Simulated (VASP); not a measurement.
All values below come from PBEsol GGA, VASP's PBE PAW potentials (set 64) (plane waves; VASP).

VASP input:

INCAR:
```
! general
SYSTEM  = CsI
PREC    = Accurate
ENCUT   = 400   ! plane-wave cut-off (eV)
LREAL   = .FALSE.
LASPH   = .TRUE.   ! aspherical one-centre terms

! electronic loop
EDIFF   = 1E-6   ! SCF stop (eV)
NELM    = 100   ! most electronic steps
ALGO    = Normal
LMAXMIX = 4   ! l cut-off of mixed one-centre charges

! smearing
ISMEAR  = 0   ! Gaussian
SIGMA   = 0.05   ! width (eV)

! functional
GGA     = PS   ! PBEsol

! ions
IBRION  = 2   ! conjugate gradients
NSW     = 60   ! most ionic steps
ISIF    = 3
EDIFFG  = -0.01

! output
LWAVE   = .FALSE.
LCHARG  = .FALSE.
```

File POSCAR:
```
CsI
1
    4.5164468142    -0.0000000000     0.0000000000
    0.0000000000     4.5164468142     0.0000000000
   -0.0000000000     0.0000000000     4.5164468142
Cs I
1 1
Direct
  0.0000000000   0.0000000000   0.0000000000
  0.5000000000   0.5000000000   0.5000000000
```

KPOINTS:
```
Automatic mesh
0
Gamma
5 5 5
0 0 0
```

POTCAR, in this order: Cs_sv I (PBE.64 set). Program: vasp_std.

The run wrote:

OSZICAR:
```
       N       E                     dE             d eps       ncg     rms          rms(c)
DAV:   1     0.858044546490E+02    0.85804E+02   -0.55244E+03   240   0.914E+02
DAV:   2     0.938472582371E+00   -0.84866E+02   -0.79672E+02   372   0.156E+02
DAV:   3    -0.581011866765E+01   -0.67486E+01   -0.67285E+01   296   0.511E+01
DAV:   4    -0.590437037450E+01   -0.94252E-01   -0.94241E-01   284   0.745E+00
DAV:   5    -0.590547780963E+01   -0.11074E-02   -0.11072E-02   304   0.851E-01    0.141E+00
DAV:   6    -0.579633503942E+01    0.10914E+00   -0.14562E-01   260   0.186E+00    0.102E+00
DAV:   7    -0.577227797538E+01    0.24057E-01   -0.11423E-01   276   0.168E+00    0.489E-01
DAV:   8    -0.577414695917E+01   -0.18690E-02   -0.76584E-03   248   0.563E-01    0.840E-02
DAV:   9    -0.577437914817E+01   -0.23219E-03   -0.55643E-04   288   0.162E-01    0.594E-02
DAV:  10    -0.577444718125E+01   -0.68033E-04   -0.11033E-04   280   0.643E-02    0.122E-02
DAV:  11    -0.577444662975E+01    0.55150E-06   -0.30824E-05   280   0.292E-02    0.421E-03
DAV:  12    -0.577444681101E+01   -0.18126E-06   -0.27920E-06   276   0.110E-02
   1 F= -.57744468E+01 E0= -.57744468E+01  d E =-.577445E+01
```

### OUTCAR
```
------------------------ aborting loop because EDIFF is reached ----------------------------------------
  FORCE on cell =-STRESS in cart. coord.  units (eV):
  Direction    XX          YY          ZZ          XY          YZ          ZX
  --------------------------------------------------------------------------------------
  Total       -0.0188761     -0.0188761     -0.0188761      0.0000000      0.0000000     -0.0000000
  in kB       -0.3282703     -0.3282703     -0.3282703      0.0000000      0.0000000     -0.0000000
  external PRESSURE =      -0.3282703 kB  Pullay stress =       0.0000000 kB
  volume of cell :       92.13
      direct lattice vectors                 reciprocal lattice vectors
     4.516446814  0.000000000  0.000000000     0.221412991  0.000000000  0.000000000
     0.000000000  4.516446814  0.000000000     0.000000000  0.221412991  0.000000000
     0.000000000  0.000000000  4.516446814     0.000000000  0.000000000  0.221412991
 POSITION                                       TOTAL-FORCE (eV/Angst)
 -----------------------------------------------------------------------------------
      0.00000      0.00000      0.00000         0.000000      0.000000      0.000000
      2.25822      2.25822      2.25822         0.000000      0.000000      0.000000
 -----------------------------------------------------------------------------------
    total drift:                                0.000000     -0.000000     -0.000000
  FREE ENERGIE OF THE ION-ELECTRON SYSTEM (eV)
  ---------------------------------------------------
  free  energy   TOTEN  =        -5.7744468110 eV

  energy  without entropy=       -5.7744468110  energy(sigma->0) =       -5.77444681

 reached required accuracy - stopping structural energy minimisation
```
(Selected blocks of OUTCAR.)

OUTCAR:
```
 val. band max:        0.8484810805   @ k =   0.4000   0.4000   0.0000

 cond. band min:       4.7093652223   @ k =   0.0000   0.0000   0.0000


 Fermi energy:         1.0693845282

 k-point     1 :       0.0000    0.0000    0.0000
  band No.  band energies     occupation
      1     -19.4218      2.00000
      2      -9.8477      2.00000
      3      -6.1013      2.00000
      4      -6.1013      2.00000
      5      -6.1013      2.00000
      6       0.8150      2.00000
      7       0.8150      2.00000
      8       0.8150      2.00000
      9       4.7094      0.00000
     10       4.9212      0.00000
     11       4.9212      0.00000
     12       8.7117      0.00000

 k-point     2 :       0.2000    0.0000    0.0000
  band No.  band energies     occupation
      1     -19.4117      2.00000
      2      -9.8533      2.00000
      3      -6.1609      2.00000
      4      -6.0756      2.00000
      5      -6.0756      2.00000
      6       0.1295      2.00000
      7       0.7529      2.00000
      8       0.7529      2.00000
      9       5.1684      0.00000
     10       5.4958      0.00000
     11       5.8728      0.00000
     12       8.6044      0.00000

 k-point     3 :       0.4000    0.0000    0.0000
  band No.  band energies     occupation
      1     -19.3952      2.00000
      2      -9.8662      2.00000
      3      -6.2363      2.00000
      4      -6.0331      2.00000
      5      -6.0331      2.00000
      6      -0.6689      2.00000
      7       0.6482      2.00000
      8       0.6482      2.00000
      9       5.8004      0.00000
     10       6.9898      0.00000
     11       7.4394      0.00000
     12       7.9040      0.00000

 k-point     4 :       0.2000    0.2000    0.0000
  band No.  band energies     occupation
      1     -19.4019      2.00000
      2      -9.8342      2.00000
      3      -6.2514      2.00000
      4      -6.0969      2.00000
      5      -6.0533      2.00000
      6       0.0160      2.00000
...
```

Unless said otherwise, spin-orbit coupling is left out, though it shifts the bands of the heavy elements here.

The compound is CsI in the CsCl type structure. It was relaxed first. The start is the result of an earlier pass.
